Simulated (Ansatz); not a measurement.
Relaxation path: Cl (beta tin type)

DFT, PBE, PAW with Ansatz's default frozen-core files, scalar-relativistic (Ansatz 0.2.0); a Γ-centred 16×16×16 k mesh, Fermi–Dirac smearing of 0.08 eV, no spin polarisation. The run relaxes shape and atoms at held volume.

Command: `ansatz run input.yaml --threads 1 --pin off --max-ram 2048MiB --backend cpu --events-out ev --progress --plain --runs-dir out` It took 34 s on 1 thread of Arm Neoverse V1, with other jobs on the host, peak memory 0.38 GiB.

```yaml
crystal:
  lattice:
    - [-2.1476515957, 2.1476515957, 1.4931043588]
    - [2.1476515957, -2.1476515957, 1.4931043588]
    - [2.1476515957, 2.1476515957, -1.4931043588]
  atoms:
    - { symbol: Cl, position: [-0.375, -0.125, -0.25] }
    - { symbol: Cl, position: [0.375, 0.125, 0.25] }
kpoints:
  mp_grid: { grid: [16, 16, 16] }
scf:
  occupations: { method: fermi_dirac, width: 0.08 }
hamiltonian:
  xc: pbe
  pseudopotentials: { kind: paw }
output:
  forces: true
  stress: true
relax:
  f_tol: 0.005
  max_steps: 30
  cell: { stress_tol: 0.43, fix: [volume] }
```

Each step lists its free energy a cell above the last geometry, the pressure, the cell vectors (Å), and Cartesian positions (Å) with forces (eV/Å).

The first step:

```
step 1  dF = 396.52 meV  P = 64.5 GPa
  cell -2.1477 2.1477 1.4931  2.1477 -2.1477 1.4931  2.1477 2.1477 -1.4931
  Cl 0.0000 -1.0738 -0.3733   0.0000 0.0000 0.0000
  Cl 0.0000 1.0738 0.3733   0.0000 0.0000 0.0000
```

The structure type is held throughout; the real material can change phase at far lower pressure.

The symmetry of the start is kept and no stability test is made, so the end need not be the stable phase.

Q: Where does the relaxation end, and by which steps?

A: After 4 geometries, with conventional a, b, c = 4.507, 4.507, 2.712 Å, at 13.774 Å³/atom and 58.0 GPa in space group I4_1/amd, with a shortest distance of 2.353 Å. The further steps:
```
step 2  dF = 94.65 meV  P = 60.1 GPa
  cell -2.2013 2.2013 1.4212  2.2013 -2.2013 1.4212  2.2013 2.2013 -1.4212
  Cl 0.0000 -1.1006 -0.3553   0.0000 0.0000 0.0000
  Cl 0.0000 1.1006 0.3553   0.0000 0.0000 0.0000
step 3  dF = 0.71 meV  P = 57.9 GPa
  cell -2.2576 2.2576 1.3512  2.2576 -2.2576 1.3512  2.2576 2.2576 -1.3512
  Cl 0.0000 -1.1288 -0.3378   0.0000 0.0000 0.0000
  Cl 0.0000 1.1288 0.3378   0.0000 0.0000 0.0000
step 4  dF = 0.00 meV  P = 58.0 GPa
  cell -2.2535 2.2535 1.3561  2.2535 -2.2535 1.3561  2.2535 2.2535 -1.3561
  Cl 0.0000 -1.1267 -0.3390   0.0000 0.0000 0.0000
  Cl 0.0000 1.1267 0.3390   0.0000 0.0000 0.0000
step 5  dF = -0.07 meV  P = 58.0 GPa  (same geometry on a basis chosen anew; earlier energies don't compare to the last digit)
  cell -2.2535 2.2535 1.3561  2.2535 -2.2535 1.3561  2.2535 2.2535 -1.3561
  Cl 0.0000 -1.1267 -0.3390   0.0000 0.0000 0.0000
  Cl 0.0000 1.1267 0.3390   0.0000 0.0000 0.0000
```
